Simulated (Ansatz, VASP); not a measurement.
# Two plane-wave programs on Ag

```
CELL_PARAMETERS angstrom
-1.65565 1.65565 1.65565
1.65565 -1.65565 1.65565
1.65565 1.65565 -1.65565
ATOMIC_POSITIONS crystal
Ag 0.00000 0.00000 0.00000
```

This isn't the form of Ag at room conditions, which is fcc.

Alike in both runs: task relaxation of cell and atoms; functional PBE; k mesh 11 × 11 × 11; occupations fermi-dirac, width 0.05 eV; no spin polarisation.

|  | VASP | Ansatz |
| --- | --- | --- |
| version | VASP 6.6.1 | Ansatz 0.2.0 |
| potentials or method | VASP PAW PBE potentials, release 54 (Ag) | Ansatz PAW |
| plane-wave cutoff (eV) | 600 | 420 |
| valence electrons in the cell | 11 | 19 |

|  | VASP | Ansatz | Ansatz less VASP |
| --- | --- | --- | --- |
| gap on the k mesh at the Fermi level, each at its own relaxed structure (eV) | none | none | - |
| relaxed volume (Å³/atom) | 17.96 | 17.99 | +0.027 |
| relaxed cell length with the largest relative difference (Å) | 2.857 | 2.859 | +0.0014 |

A gap of «none» marks a metal or a gap that the smearing closes. The two sets of potentials don't hold the same shells in valence.

Caveats: the plane-wave basis is chosen anew once the cell has moved, so the energies of steps on either side of that aren't comparable (Ansatz).
